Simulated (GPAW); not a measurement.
# Hf (P6_3/mmc) in GPAW: notebook

One crystal, Hf, is run at these levels: PBE; tasks: single point.

Program: GPAW 26.7.0. These are calculated values, not measurements. Logs are shortened: lines on timing, memory, paths and dates and some standing lists are left out, and cuts for length are marked. The log counts tension as positive stress, the text compression.

### Step 1. The crystal as given

The structure is hexagonal, space group P6_3/mmc (No. 194). The conventional cell has a = 3.197 Å, b = 3.197 Å, c = 5.058 Å, α = 90.00°, β = 90.00°, γ = 120.00°. Hf (site symmetry -6m2) is surrounded by 12 Hf at 3.13 to 3.20 Å.

### Step 2. Single point, PBE

run.py

```python
from ase.dft.bandgap import bandgap
from ase.io import read, write
from ase.units import GPa
from gpaw import GPAW, PW

atoms = read('Hf.xyz')

calc = GPAW(mode=PW(600),
            xc='PBE',
            kpts={'size': (10, 10, 5), 'gamma': True},
            occupations={'name': 'methfessel-paxton', 'order': 0, 'width': 0.015},
            nbands=24,
            convergence={'density': 1e-05, 'energy': 1e-05},
            maxiter=150,
            txt='gpaw.txt')
atoms.calc = calc
energy = atoms.get_potential_energy()
forces = atoms.get_forces()
stress = atoms.get_stress()
calc.write('gs.gpw')
write('result.traj', atoms)
print(f'Energy: {energy:.6f} eV')
print('Forces (eV/A):')
print(forces.round(4))
print('Stress (GPa):', (stress / GPa).round(3))
print('Fermi level:', round(calc.get_fermi_level(), 4), 'eV')
print(f'Gap: {bandgap(calc)[0]:.4f} eV, direct: {bandgap(calc, direct=True)[0]:.4f} eV')
```

Hf.xyz

```xyz
2
Lattice="3.1967000000 0.0000000000 0.0000000000 -1.5983500000 2.7684234083 0.0000000000 0.0000000000 0.0000000000 5.0578000000" Properties=species:S:1:pos:R:3 pbc="T T T"
Hf     1.5983500002      0.9228078027      3.7933500000
Hf    -0.0000000002      1.8456156056      1.2644500000
```

Potentials or basis: GPAW PAW data sets (gpaw-data 1.2.1), pw.

Launch:

```console
> OMP_NUM_THREADS=1 python run.py
```

gpaw.txt:

```text
__  _  _
 | _ |_)|_||  |
 |__||  | ||/\| - 26.7.0

Input parameters:
  mode=PW(ecut=600.0),
  convergence={'density': 1e-05, 'energy': 1e-05},
  kpts=MonkhorstPack(size=(10, 10, 5), gamma=True),
  maxiter=150,
  nbands=24,
  occupations=Occupations(name='methfessel-paxton', order=0, width=0.015),
  xc=XC(name='PBE')

Diagonalizing LCAO Hamiltonian
Converting LCAO to pw mode

           Hf

        Hf

Atoms  # Å, Bohr magnetons
|   | symbol |         x |        y |        z |    initial magnetic moments |
|---|--------|-----------|----------|----------|-----------------------------|
| 0 |     Hf |  1.598350 | 0.922808 | 3.793350 | ( 0.0000,  0.0000,  0.0000) |
| 1 |     Hf | -0.000000 | 1.845616 | 1.264450 | ( 0.0000,  0.0000,  0.0000) |

Unit cell  # Å
| periodic |         x |        y |        z |  lengths |     angles |
|----------|-----------|----------|----------|----------|------------|
|      yes |  3.196700 | 0.000000 | 0.000000 | 3.196700 |  90.000000 |
|      yes | -1.598350 | 2.768423 | 0.000000 | 3.196700 |  90.000000 |
|      yes |  0.000000 | 0.000000 | 5.057800 | 5.057800 | 120.000000 |

Number of symmetries: 12
Symmetry operations  # r_c * U_cc + t_c -> r_c
|    | kind |            matrix            |
|----|------|------------------------------|
|  0 |  σ   |  1, 1, 0,  0,-1, 0,  0, 0, 1 |
|  1 |  S6  |  1, 1, 0, -1, 0, 0,  0, 0,-1 |
|  2 |  E   |  1, 0, 0,  0, 1, 0,  0, 0, 1 |
|  3 |  C2  |  1, 0, 0, -1,-1, 0,  0, 0,-1 |
|  4 |  C2  |  0, 1, 0,  1, 0, 0,  0, 0,-1 |
|  5 |  C3  |  0, 1, 0, -1,-1, 0,  0, 0, 1 |
|  6 |  S6  |  0,-1, 0,  1, 1, 0,  0, 0,-1 |
|  7 |  σ   |  0,-1, 0, -1, 0, 0,  0, 0, 1 |
|  8 |  σ   | -1, 0, 0,  1, 1, 0,  0, 0, 1 |
|  9 |  i   | -1, 0, 0,  0,-1, 0,  0, 0,-1 |
| 10 |  C3  | -1,-1, 0,  1, 0, 0,  0, 0, 1 |
| 11 |  C2  | -1,-1, 0,  0, 1, 0,  0, 0,-1 |

BZ-sampling:
  Number of BZ points: 500
  Number of IBZ points: 58

  Monkhorst-Pack size: [10, 10, 5]
  Monkhorst-Pack shift: [0.05, 0.05, 0.0]

K-points  # in reciprocal-cell coordinates
|     |                                coordinates |     weight |
|-----|--------------------------------------------|------------|
|   0 | (  0.00000000,   0.00000000,   0.00000000) | 0.00200000 |
|   1 | (  0.00000000,   0.00000000,   0.20000000) | 0.00400000 |
|   2 | (  0.00000000,   0.00000000,   0.40000000) | 0.00400000 |
|   3 | (  0.10000000,   0.00000000,  -0.40000000) | 0.01200000 |
|   4 | (  0.10000000,   0.00000000,  -0.20000000) | 0.01200000 |
|   5 | (  0.10000000,   0.00000000,   0.00000000) | 0.01200000 |
|   6 | (  0.10000000,   0.00000000,   0.20000000) | 0.01200000 |
|   7 | (  0.10000000,   0.00000000,   0.40000000) | 0.01200000 |
|   8 | (  0.20000000,  -0.10000000,   0.00000000) | 0.01200000 |
|   9 | (  0.20000000,  -0.10000000,   0.20000000) | 0.02400000 |
| ... |                                            |            |
|  57 | (  0.50000000,   0.50000000,   0.40000000) | 0.01200000 |

Plane wave coefficients: 1518
Cutoff: 600.0 eV

Spin-components: 1 (collinear spins)
Bands:           24
Projectors:      12
Spin-degeneracy: 2
Datatype:        complex128

Parallelization:
  kpt:    1
  domain: 1
  band:   1

Density:
  Valence electrons: 24.0
  Components: 1
  Grid points: [20 20 30]
  Charge: 0.0  # |e|

Potential:
  Grid points: [20 20 30]

species:
  Hf:
    name:    Hafnium
    Z:       72.0
    valence: 12
    core:    60
    charge:  0.0  # [|e|]
    compensation charges:
      type: gauss
      rc: 0.41  # [Å]
      lmax: 2
    cutoffs:
      filter: 2.36  # [Å]
      core: 4.02  # [Å]
    projectors
    | kind |    occ | energy [eV] | rcut [Å] |
    |------|--------|-------------|----------|
    |   5s |  2.000 |     -66.831 |    1.397 |
    |   6s |  2.000 |      -5.097 |    1.397 |
    |   5p |  6.000 |     -35.599 |    1.307 |
    |   6p |  0.000 |      -1.401 |    1.307 |
    |   5d |  2.000 |      -2.699 |    1.334 |
    |    d |        |      24.513 |    1.334 |

    Using partial waves for Hf as LCAO basis

Reference energy: -819772.230551  # eV

eigensolver:
  PPCG
  Converge bands: occupied
  niter=2

density mixing:
  MSR1-Mixer
  Pratt-step length: 0.05
  Maximum mixing coefficient: 0.75
  Old densities: 10
  SVD Regularization: 0.005
  Good broyden scale: 1.0
  Trust region scale: 1.0
  Backstep threshold: 4.0
  History deletion threshold: 6.0
  Fourier metric: weight=20.0, sigma=0.015

occupation numbers:
  Methfessel-Paxton:
    width: 0.0150  # eV
    order: 0

poisson solver:
  ecut: 4800.0  # eV

xc functional:
  name: PBE with 2 nearest neighbor stencil

convergence criteria:
- Maximum integral of absolute [dens]ity change: 1e-05 electrons / valence electron
- Maximum [total energy] change in last 3 cyles: 1e-05 eV / valence electron
- Maximum integral of absolute [eigenst]ate change: 4e-08 eV^2 / valence electron
maximum number of iterations: 150

SCF iterations
|iter     | |      energy | eigst |  dens |
|---------|-|-------------|-------|-------|
|iter:   1| |  -15.242925 | -0.17 |       |
|iter:   2| |  -15.208152 | -2.79 | -1.27 |
|iter:   3| |  -15.021607 | -1.68 | -1.30 |
|iter:   4| |  -15.028835 | -3.00 | -1.90 |
|iter:   5| |  -15.030677 | -4.33 | -2.36 |
|iter:   6| |  -15.030697 | -5.91 | -3.43 |
|iter:   7| |  -15.030699c| -7.26 | -4.03 |
|iter:   8| |  -15.030699c| -7.61c| -4.80 |
|iter:   9| |  -15.030699c| -8.30c| -5.86c|

Converged in 9 steps
Energy contributions relative to reference atoms: (reference = -819772.230551)

Energy contributions:
  Kinetic:          14.433131
  Coulomb:         -13.870512
  Zero:             -0.980268
  External:          0.000000
  Xc:              -14.612893
  Entropy:          -0.000316
  Spinorbit:         0.000000
  ----------------------------
  Free energy:     -15.030856
  Extrapolated:    -15.030699

dipole moment: (-0.000013, -0.000023, -0.000042)  # |e|*Ang

Fermi level: 9.953
Eigenvalues  # (at kpt = [0.000, 0.000, 0.000])
| band index |      eig [eV] | occ [0-2] |
|------------|---------------|-----------|
|          0 |       -51.811 |     2.000 |
|        ... |               |           |
|          2 |       -21.136 |     2.000 |
|          3 |       -20.398 |     2.000 |
|          4 |       -20.398 |     2.000 |
|          5 |       -20.276 |     2.000 |
|          6 |       -20.271 |     2.000 |
|          7 |       -20.271 |     2.000 |
[... 8 lines left out ...]
|         16 |        12.605 |     0.000 |
|         17 |        12.605 |     0.000 |
|        ... |               |           |
|         23 |        27.628 |     0.000 |

No gap
No difference between direct/indirect transitions

Forces  # eV/Ang
|        x |        y |        z |
|----------|----------|----------|
| -0.00000 |  0.00000 | -0.00000 |  # Hf   0
|  0.00000 | -0.00000 |  0.00000 |  # Hf   1

Stress tensor  # eV/Ang^3
|         x |         y |         z |
|-----------|-----------|-----------|
| -0.006500 | -0.000000 |  0.000000 |
| -0.000000 | -0.006500 |  0.000000 |
|  0.000000 |  0.000000 | -0.004343 |

# Writing to gs.gpw (mode='')
```

Run time: 28 s. Hardware: 1 thread of Intel Xeon Platinum 8259CL at 2.50GHz (Skylake/Cascade Lake), shared host; peak memory 0.19 GiB.

Results:

* Free energy: -15.0309 eV
* Pressure: 0.9 GPa
* Band gap on the k mesh: none (metal or under the smearing width)

### Step 3. Single point, PBE

Edit run.py of step 2 so:

```diff
@@ -5,3 +5,3 @@
 
-atoms = read('Hf.xyz')
+atoms = read('POSCAR')
 
@@ -10,3 +10,3 @@
             kpts={'size': (10, 10, 5), 'gamma': True},
-            occupations={'name': 'methfessel-paxton', 'order': 0, 'width': 0.015},
+            occupations={'name': 'methfessel-paxton', 'order': 0, 'width': 0.016},
             nbands=24,
```

POSCAR

```
Hf
1.0
    3.1967000000      0.0000000000      0.0000000000
   -1.5983500000      2.7684234083      0.0000000000
    0.0000000000      0.0000000000      5.0578000000
Hf
2
Direct
    0.6666666667      0.3333333333      0.7500000000
    0.3333333333      0.6666666667      0.2500000000
```

Potentials or basis: GPAW PAW data sets (gpaw-data 1.2.1), pw.

Launch:

```console
> OMP_NUM_THREADS=1 python run.py
```

It took 29 s on 1 thread of Intel Xeon Platinum 8259CL at 2.50GHz (Skylake/Cascade Lake), shared host; peak memory 0.19 GiB.

The run converged. Its results:

```yaml
Free_energy: -15.0309 eV
Pressure: 0.9 GPa
Band_gap_on_the_k_mesh: none (metal or under the smearing width)
```

Stress tensor (GPa, compression positive):
```
1.04 0.00 0.00
0.00 1.04 0.00
0.00 0.00 0.69
```

Levels at points of the mesh, in eV from the Fermi level:
```tsv
k point	band 10	band 11	band 12	band 13	band 14	band 15
(0.00, 0.00, 0.00)	-3.67	0.62	1.20	1.20	1.47	2.01
(0.50, 0.50, 0.00)	-2.72	-2.21	-0.81	0.81	0.88	1.69
```

The run has no spin-orbit coupling, so splittings on Hf are missing.

### Step 4. Single point, PBE

Edit run.py of step 3 so:

```diff
@@ -1,3 +1,4 @@
+from ase import Atoms
 from ase.dft.bandgap import bandgap
-from ase.io import read, write
+from ase.io import write
 from ase.units import GPa
@@ -5,3 +6,9 @@
 
-atoms = read('POSCAR')
+atoms = Atoms(['Hf', 'Hf'],
+              cell=[[3.1967, 0.0, 0.0],
+                    [-1.59835, 2.7684234083, 0.0],
+                    [0.0, 0.0, 5.0578]],
+              scaled_positions=[[0.6666666667, 0.3333333333, 0.75],
+                                [0.3333333333, 0.6666666667, 0.25]],
+              pbc=True)
 
@@ -10,3 +17,3 @@
             kpts={'size': (10, 10, 5), 'gamma': True},
-            occupations={'name': 'methfessel-paxton', 'order': 0, 'width': 0.016},
+            occupations={'name': 'methfessel-paxton', 'order': 0, 'width': 0.017},
             nbands=24,
```

Potentials or basis: GPAW PAW data sets (gpaw-data 1.2.1), pw.

Launch:

```console
> OMP_NUM_THREADS=1 python run.py
```

gpaw.txt:

```text
__  _  _
 | _ |_)|_||  |
 |__||  | ||/\| - 26.7.0

Input parameters:
  mode=PW(ecut=600.0),
  convergence={'density': 1e-05, 'energy': 1e-05},
  kpts=MonkhorstPack(size=(10, 10, 5), gamma=True),
  maxiter=150,
  nbands=24,
  occupations=Occupations(name='methfessel-paxton', order=0, width=0.017),
  xc=XC(name='PBE')

Diagonalizing LCAO Hamiltonian
Converting LCAO to pw mode

           Hf

        Hf

Atoms  # Å, Bohr magnetons
|   | symbol |         x |        y |        z |    initial magnetic moments |
|---|--------|-----------|----------|----------|-----------------------------|
| 0 |     Hf |  1.598350 | 0.922808 | 3.793350 | ( 0.0000,  0.0000,  0.0000) |
| 1 |     Hf | -0.000000 | 1.845616 | 1.264450 | ( 0.0000,  0.0000,  0.0000) |

Unit cell  # Å
| periodic |         x |        y |        z |  lengths |     angles |
|----------|-----------|----------|----------|----------|------------|
|      yes |  3.196700 | 0.000000 | 0.000000 | 3.196700 |  90.000000 |
|      yes | -1.598350 | 2.768423 | 0.000000 | 3.196700 |  90.000000 |
|      yes |  0.000000 | 0.000000 | 5.057800 | 5.057800 | 120.000000 |

Number of symmetries: 12
Symmetry operations  # r_c * U_cc + t_c -> r_c
|    | kind |            matrix            |
|----|------|------------------------------|
|  0 |  σ   |  1, 1, 0,  0,-1, 0,  0, 0, 1 |
|  1 |  S6  |  1, 1, 0, -1, 0, 0,  0, 0,-1 |
|  2 |  E   |  1, 0, 0,  0, 1, 0,  0, 0, 1 |
|  3 |  C2  |  1, 0, 0, -1,-1, 0,  0, 0,-1 |
|  4 |  C2  |  0, 1, 0,  1, 0, 0,  0, 0,-1 |
|  5 |  C3  |  0, 1, 0, -1,-1, 0,  0, 0, 1 |
|  6 |  S6  |  0,-1, 0,  1, 1, 0,  0, 0,-1 |
|  7 |  σ   |  0,-1, 0, -1, 0, 0,  0, 0, 1 |
|  8 |  σ   | -1, 0, 0,  1, 1, 0,  0, 0, 1 |
|  9 |  i   | -1, 0, 0,  0,-1, 0,  0, 0,-1 |
| 10 |  C3  | -1,-1, 0,  1, 0, 0,  0, 0, 1 |
| 11 |  C2  | -1,-1, 0,  0, 1, 0,  0, 0,-1 |

BZ-sampling:
  Number of BZ points: 500
  Number of IBZ points: 58

  Monkhorst-Pack size: [10, 10, 5]
  Monkhorst-Pack shift: [0.05, 0.05, 0.0]

K-points  # in reciprocal-cell coordinates
|     |                                coordinates |     weight |
|-----|--------------------------------------------|------------|
|   0 | (  0.00000000,   0.00000000,   0.00000000) | 0.00200000 |
|   1 | (  0.00000000,   0.00000000,   0.20000000) | 0.00400000 |
|   2 | (  0.00000000,   0.00000000,   0.40000000) | 0.00400000 |
|   3 | (  0.10000000,   0.00000000,  -0.40000000) | 0.01200000 |
|   4 | (  0.10000000,   0.00000000,  -0.20000000) | 0.01200000 |
|   5 | (  0.10000000,   0.00000000,   0.00000000) | 0.01200000 |
|   6 | (  0.10000000,   0.00000000,   0.20000000) | 0.01200000 |
|   7 | (  0.10000000,   0.00000000,   0.40000000) | 0.01200000 |
|   8 | (  0.20000000,  -0.10000000,   0.00000000) | 0.01200000 |
|   9 | (  0.20000000,  -0.10000000,   0.20000000) | 0.02400000 |
| ... |                                            |            |
|  57 | (  0.50000000,   0.50000000,   0.40000000) | 0.01200000 |

Plane wave coefficients: 1518
Cutoff: 600.0 eV

Spin-components: 1 (collinear spins)
Bands:           24
Projectors:      12
Spin-degeneracy: 2
Datatype:        complex128

Parallelization:
  kpt:    1
  domain: 1
  band:   1

Density:
  Valence electrons: 24.0
  Components: 1
  Grid points: [20 20 30]
  Charge: 0.0  # |e|

Potential:
  Grid points: [20 20 30]

species:
  Hf:
    name:    Hafnium
    Z:       72.0
    valence: 12
    core:    60
    charge:  0.0  # [|e|]
    compensation charges:
      type: gauss
      rc: 0.41  # [Å]
      lmax: 2
    cutoffs:
      filter: 2.36  # [Å]
      core: 4.02  # [Å]
    projectors
    | kind |    occ | energy [eV] | rcut [Å] |
    |------|--------|-------------|----------|
    |   5s |  2.000 |     -66.831 |    1.397 |
    |   6s |  2.000 |      -5.097 |    1.397 |
    |   5p |  6.000 |     -35.599 |    1.307 |
    |   6p |  0.000 |      -1.401 |    1.307 |
    |   5d |  2.000 |      -2.699 |    1.334 |
    |    d |        |      24.513 |    1.334 |

    Using partial waves for Hf as LCAO basis

Reference energy: -819772.230551  # eV

eigensolver:
  PPCG
  Converge bands: occupied
  niter=2

density mixing:
  MSR1-Mixer
  Pratt-step length: 0.05
  Maximum mixing coefficient: 0.75
  Old densities: 10
  SVD Regularization: 0.005
  Good broyden scale: 1.0
  Trust region scale: 1.0
  Backstep threshold: 4.0
  History deletion threshold: 6.0
  Fourier metric: weight=20.0, sigma=0.015

occupation numbers:
  Methfessel-Paxton:
    width: 0.0170  # eV
    order: 0

poisson solver:
  ecut: 4800.0  # eV

xc functional:
  name: PBE with 2 nearest neighbor stencil

convergence criteria:
- Maximum integral of absolute [dens]ity change: 1e-05 electrons / valence electron
- Maximum [total energy] change in last 3 cyles: 1e-05 eV / valence electron
- Maximum integral of absolute [eigenst]ate change: 4e-08 eV^2 / valence electron
maximum number of iterations: 150

SCF iterations
|iter     | |      energy | eigst |  dens |
|---------|-|-------------|-------|-------|
|iter:   1| |  -15.242932 | -0.17 |       |
|iter:   2| |  -15.208159 | -2.79 | -1.27 |
|iter:   3| |  -15.021621 | -1.68 | -1.30 |
|iter:   4| |  -15.028849 | -3.00 | -1.90 |
|iter:   5| |  -15.030691 | -4.33 | -2.36 |
|iter:   6| |  -15.030711 | -5.91 | -3.43 |
|iter:   7| |  -15.030712c| -7.26 | -4.03 |
|iter:   8| |  -15.030712c| -7.62c| -4.80 |
|iter:   9| |  -15.030712c| -8.31c| -5.87c|

Converged in 9 steps
Energy contributions relative to reference atoms: (reference = -819772.230551)

Energy contributions:
  Kinetic:          14.432403
  Coulomb:         -13.869826
  Zero:             -0.980268
  External:          0.000000
  Xc:              -14.612834
  Entropy:          -0.000375
  Spinorbit:         0.000000
  ----------------------------
  Free energy:     -15.030899
  Extrapolated:    -15.030712

dipole moment: (-0.000013, -0.000023, -0.000042)  # |e|*Ang

Fermi level: 9.953
Eigenvalues  # (at kpt = [0.000, 0.000, 0.000])
| band index |      eig [eV] | occ [0-2] |
|------------|---------------|-----------|
|          0 |       -51.811 |     2.000 |
|        ... |               |           |
|          2 |       -21.136 |     2.000 |
|          3 |       -20.398 |     2.000 |
|          4 |       -20.398 |     2.000 |
|          5 |       -20.276 |     2.000 |
|          6 |       -20.271 |     2.000 |
|          7 |       -20.271 |     2.000 |
[... 8 lines left out ...]
|         16 |        12.605 |     0.000 |
|         17 |        12.605 |     0.000 |
|        ... |               |           |
|         23 |        27.628 |     0.000 |

No gap
No difference between direct/indirect transitions

Forces  # eV/Ang
|       x |       y |        z |
|---------|---------|----------|
| 0.00000 | 0.00000 | -0.00000 |  # Hf   0
| 0.00000 | 0.00000 |  0.00000 |  # Hf   1

Stress tensor  # eV/Ang^3
|         x |         y |         z |
|-----------|-----------|-----------|
| -0.006518 |  0.000000 |  0.000000 |
|  0.000000 | -0.006518 | -0.000000 |
|  0.000000 | -0.000000 | -0.004300 |

# Writing to gs.gpw (mode='')
```

It took 28 s on 1 thread of Intel Xeon Platinum 8259CL at 2.50GHz (Skylake/Cascade Lake), shared host; peak memory 0.19 GiB.

What came out:

| Item | Value |
| --- | --- |
| Free energy | -15.0309 eV |
| Pressure | 0.9 GPa |
| Band gap on the k mesh | none (metal or under the smearing width) |

Spin-orbit coupling is left out, which matters for the levels of Hf.

[end of part 1 of 2]
